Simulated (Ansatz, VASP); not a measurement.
This is a calculation of Mo for Ansatz 0.2.0.

File input.yaml:

```yaml
crystal:
  lattice:
    - [-1.5838089719, 1.5838089719, 1.5838089719]
    - [1.5838089719, -1.5838089719, 1.5838089719]
    - [1.5838089719, 1.5838089719, -1.5838089719]
  atoms:
    - { symbol: Mo, position: [0.0, 0.0, 0.0] }
kpoints:
  mp_grid: { grid: [12, 12, 12] }
scf:
  occupations: { method: gaussian, width: 0.028 }
hamiltonian:
  xc: pbe
  pseudopotentials: { kind: all_electron, lapw: { basis_error: 0.001 } }
output:
  forces: true
  stress: true
  eigenvalues: true
```

Potentials or basis: all-electron LAPW, scalar-relativistic.

Command:

```sh
$ ansatz run input.yaml --threads 1 --pin off --max-ram 3072MiB --backend cpu --events-out ev --progress --plain --runs-dir out
```

Q: Set up the same calculation for VASP 6.6.1. Potentials there: VASP PAW PBE potentials, release 64 (Mo_sv).

A: As run (the cutoff follows the program's own potentials):

File INCAR:

```
PREC = Accurate
ENCUT = 520
EDIFF = 1E-7
ISMEAR = 0
SIGMA = 0.028000000000000004
LREAL = F
LASPH = T
NELM = 100
ALGO = Normal
ISIF = 2
LWAVE = F
LCHARG = F
GGA = PE
NBANDS = 13
```

Contents of KPOINTS:

```
regular mesh
0
Gamma
  12 12 12
```

The input POSCAR:

```
Mo
1.0
   -1.5838089719      1.5838089719      1.5838089719
    1.5838089719     -1.5838089719      1.5838089719
    1.5838089719      1.5838089719     -1.5838089719
Mo
1
Direct
    0.0000000000      0.0000000000      0.0000000000
```

Potentials or basis: VASP PAW PBE potentials, release 64 (Mo_sv).

The run is started by

```sh
$ cat potpaw_PBE.64/Mo_sv/POTCAR > POTCAR
$ mpirun -np 1 vasp_std > vasp.out
```

Both were run:

|  | VASP | Ansatz | Ansatz less VASP |
| --- | --- | --- | --- |
| gap on the k mesh at the Fermi level (eV) | none | none | - |
| pressure (GPa) | -1.4 | -1.9 | -0.51 |

A gap of «none» marks a metal or a gap that the smearing closes. Ansatz ran all-electron here, so the differences hold the error of VASP's frozen core and of both bases.
